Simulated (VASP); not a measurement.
**A VASP 6.6.1 single-point calculation on CaO**

INCAR

```
PREC = High
NBANDS = 15
ISIF = 2
NELM = 91
EDIFF = 1E-7
LREAL = .FALSE.
LWAVE = .FALSE.
LASPH = .TRUE.
LCHARG = .FALSE.
ISMEAR = -1
SIGMA = 0.02
NSW = 0
GGA = PE
IBRION = -1
ENCUT = 520
```

KPOINTS

```
KPOINTS created by Atomic Simulation Environment
0
Gamma
10 10 10
0 0 0
```

POSCAR

```
Ca O
 1.0000000000000000
     0.0627784168000000    2.4003897896000002    2.4003897896000002
     2.4003897896000002    0.0627784168000000    2.4003897896000002
     2.4003897896000002    2.4003897896000002    0.0627784168000000
 Ca  O
   1   1
Cartesian
  0.0000000000000000  0.0000000000000000  0.0000000000000000
  2.4317789980000004  2.4317789980000004  2.4317789979999995
```

The recommended PBE PAW datasets give the neutral cell 16 valence electrons.

Command

```
mpirun -np 1 vasp_std
```

OSZICAR

```
N       E                     dE             d eps       ncg     rms          rms(c)
DAV:   1     0.124269236026E+03    0.12427E+03   -0.84650E+03  3480   0.110E+03
DAV:   2    -0.916954595881E+01   -0.13344E+03   -0.12486E+03  4293   0.292E+02
DAV:   3    -0.143298245430E+02   -0.51603E+01   -0.51265E+01  4148   0.593E+01
DAV:   4    -0.144686744480E+02   -0.13885E+00   -0.13877E+00  4859   0.881E+00
DAV:   5    -0.144704589779E+02   -0.17845E-02   -0.17845E-02  4080   0.910E-01    0.858E+00
DAV:   6    -0.128181336928E+02    0.16523E+01   -0.49367E+00  4020   0.222E+01    0.347E+00
DAV:   7    -0.127536821341E+02    0.64452E-01   -0.39329E-01  3949   0.659E+00    0.178E+00
DAV:   8    -0.127510773326E+02    0.26048E-02   -0.73851E-02  4593   0.292E+00    0.424E-01
DAV:   9    -0.127494035033E+02    0.16738E-02   -0.48633E-03  3585   0.601E-01    0.107E-01
DAV:  10    -0.127500309282E+02   -0.62742E-03   -0.70210E-04  4292   0.247E-01    0.397E-02
DAV:  11    -0.127500057972E+02    0.25131E-04   -0.55451E-05  4212   0.873E-02    0.808E-03
DAV:  12    -0.127500055909E+02    0.20630E-06   -0.71192E-06  4026   0.262E-02    0.202E-03
DAV:  13    -0.127500057002E+02   -0.10935E-06   -0.31982E-07  4421   0.488E-03    0.369E-04
DAV:  14    -0.127500056919E+02    0.82596E-08   -0.21994E-08  2209   0.147E-03
   1 F= -.12750006E+02 E0= -.12750006E+02  d E =-.416988E-13
```

From OUTCAR

```
k-points           NKPTS =    116   k-points in BZ     NKDIM =    116   number of bands    NBANDS=     15

   NELECT =      16.0000    total number of electrons

   dimension x,y,z NGX =    28 NGY =   28 NGZ =   28
   dimension x,y,z NGXF=    36 NGYF=   36 NGZF=   36

  energy-cutoff  :      520.00
  volume of cell :       26.58
      direct lattice vectors                 reciprocal lattice vectors
     0.062778417  2.400389790  2.400389790    -0.216654473  0.211132631  0.211132631
     2.400389790  0.062778417  2.400389790     0.211132631 -0.216654473  0.211132631
     2.400389790  2.400389790  0.062778417     0.211132631  0.211132631 -0.216654473

 k-points in reciprocal lattice and weights: KPOINTS created by Atomic Simulation Env
   0.00000000  0.00000000  0.00000000       0.001
   0.10000000 -0.00000000 -0.00000000       0.006
   0.20000000 -0.00000000 -0.00000000       0.006
   0.30000000 -0.00000000 -0.00000000       0.006
   0.40000000 -0.00000000  0.00000000       0.006
   0.50000000  0.00000000  0.00000000       0.003
   0.10000000  0.10000000 -0.00000000       0.006
   0.20000000  0.10000000 -0.00000000       0.012
   ...

 E-fermi :   3.1522

 k-point     1 :       0.0000    0.0000    0.0000
  band No.  band energies     occupation
      1     -34.8699      2.00000
      2     -15.6039      2.00000
      3     -15.5939      2.00000
      4     -15.5939      2.00000
      5     -13.0098      2.00000
      6       2.5189      2.00000
      7       2.6586      2.00000
      8       2.6586      2.00000
      9       7.6371      0.00000
     10       8.7095      0.00000
     11       9.0518      0.00000
     12       9.0518      0.00000
     13      10.5273      0.00000
     14      10.5273      0.00000
     15      17.9594      0.00000

 k-point     2 :       0.1000   -0.0000   -0.0000
  band No.  band energies     occupation
      1     -34.8575      2.00000
      2     -15.7728      2.00000
      3     -15.6076      2.00000
      4     -15.6017      2.00000
      5     -12.8281      2.00000
      6       2.2613      2.00000
      7       2.3836      2.00000
      8       2.5094      2.00000
      9       8.0806      0.00000
     10       8.9051      0.00000
     11       9.0199      0.00000
     12       9.2386      0.00000
     13      10.7851      0.00000
     14      10.7856      0.00000
     15      18.4112      0.00000

 k-point     3 :       0.2000   -0.0000   -0.0000
  band No.  band energies     occupation
      1     -34.8249      2.00000
      2     -16.1599      2.00000
      3     -15.6219      2.00000
      4     -15.6199      2.00000
      5     -12.4299      2.00000
      6       1.4653      2.00000
      7       1.9937      2.00000
      8       2.1527      2.00000
      9       8.8517      0.00000
     10       9.1786      0.00000
     11       9.5692      0.00000
     12       9.7589      0.00000
     13      11.4485      0.00000
     14      11.4539      0.00000
     15      19.1205      0.00000

 ...

  Total        1.2749176      1.2749176      1.2749176     -0.3571202     -0.3571202     -0.3571202
  in kB       76.8588681     76.8588681     76.8588681    -21.5291221    -21.5291221    -21.5291221
  external PRESSURE =      76.8588681 kB  Pullay stress =       0.0000000 kB

 POSITION                                       TOTAL-FORCE (eV/Angst)
 -----------------------------------------------------------------------------------
      0.00000      0.00000      0.00000         0.000000     -0.000000      0.000000
      2.43178      2.43178      2.43178        -0.000000      0.000000     -0.000000
 -----------------------------------------------------------------------------------
    total drift:                               -0.000000      0.000000      0.000000

  FREE ENERGIE OF THE ION-ELECTRON SYSTEM (eV)
  ---------------------------------------------------
  free  energy   TOTEN  =       -12.7500056919 eV

  energy  without entropy=      -12.7500056919  energy(sigma->0) =      -12.75000569
```

It converged. Results: gap between bands v and c on the k mesh 3.56 eV; least direct gap on the k mesh 3.91 eV; pressure 7.7 GPa. Band v is the last that the valence electrons fill when counted band by band, and c is the next.

For comparison, a separate PBE run of the intended cell, on usual settings and not on those above, gives a gap of 3.56 eV on its mesh and a pressure of 7.7 GPa.

The run above took about 22 s on one core of a shared host (Intel Xeon 6975P-C) and held 0.16 GiB at most.
